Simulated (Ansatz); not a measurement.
Compare A (`C=C1CCC1=C`) with its isomer B (`C1=CCCC=C1`).

Calculated with Ansatz (gas phase, PBE0-D4/def2-TZVP geometries, no zero-point term in ΔE). CBS: MP2 limit from def2 TZ/QZ plus the TZ coupled-cluster correction, frozen cores. DFT in def2-TZVPP. B3LYP here is the variant with VWN-RPA as its local correlation; programs differ in this.

A:

```xyz
14

C    -0.4308   -1.4411   -1.4010
C    -0.0616   -0.3984   -0.6686
C     0.6519    0.9058   -0.9742
C     0.5304    1.2777    0.5297
C    -0.1783   -0.0446    0.7588
C    -0.6965   -0.6407    1.8247
H    -0.2322   -1.4820   -2.4661
H    -0.9437   -2.2875   -0.9573
H     1.6751    0.7903   -1.3368
H     0.1144    1.5689   -1.6549
H     1.4822    1.3799    1.0547
H    -0.0772    2.1610    0.7361
H    -1.1687   -1.6143    1.7516
H    -0.6650   -0.1751    2.8034
```

B:

```xyz
14

C     0.4321   -1.4423    0.3893
C     1.3384   -0.4948    0.1360
C     0.9111    0.8229   -0.4370
C    -0.4872    1.2084    0.0292
C    -1.4318    0.0469   -0.0460
C    -0.9829   -1.1968    0.1404
H     0.7379   -2.4144    0.7608
H     2.3960   -0.6877    0.2822
H     1.6250    1.6093   -0.1802
H     0.9260    0.7432   -1.5348
H    -0.8606    2.0528   -0.5552
H    -0.4467    1.5537    1.0737
H    -2.4900    0.2371   -0.1915
H    -1.6674   -2.0383    0.1330
```

Question: Which isomer does CCSD(T)/CBS put lower? Give the gap. (An estimate is asked.)

Answer: Computed: B, by 26.3 kcal/mol.

Question: Give E(B) − E(A) in kcal/mol with PBE-D4, ωB97M-V, MP2/def2-TZVPP, HF/def2-TZVPP, r2SCAN-D4, B3LYP-D4, BLYP-D4. (An estimate is asked.)

Answer: Ansatz gave: PBE-D4 -23.2, ωB97M-V -25.1, MP2/def2-TZVPP -26.9, HF/def2-TZVPP -25.3, r2SCAN-D4 -24.9, B3LYP-D4 -24.4, BLYP-D4 -23.0. None reverses the order clearly.

Question: Does the order hold for the free energy at 298.15 K (harmonic terms from PBE0-D4)? (Estimate.)

Answer: Ansatz gave: Yes: G(B) − G(A) = -23.2 kcal/mol. Modes under 60 cm⁻¹, often nearly free rotors, make the harmonic entropy too high.

Largest T1 diagnostic: 0.011.

From BLYP to BHLYP (50 % exact exchange), in def2-TZVPP and without D4, E(B) − E(A) moves by −4.0 kcal/mol. The D4 term adds −0.9 kcal/mol with B3LYP and −0.4 kcal/mol with PBE0; it sums over pairs of atoms, weighted by their polarisabilities, and B3LYP, whose exchange is more repulsive, gets the larger term.
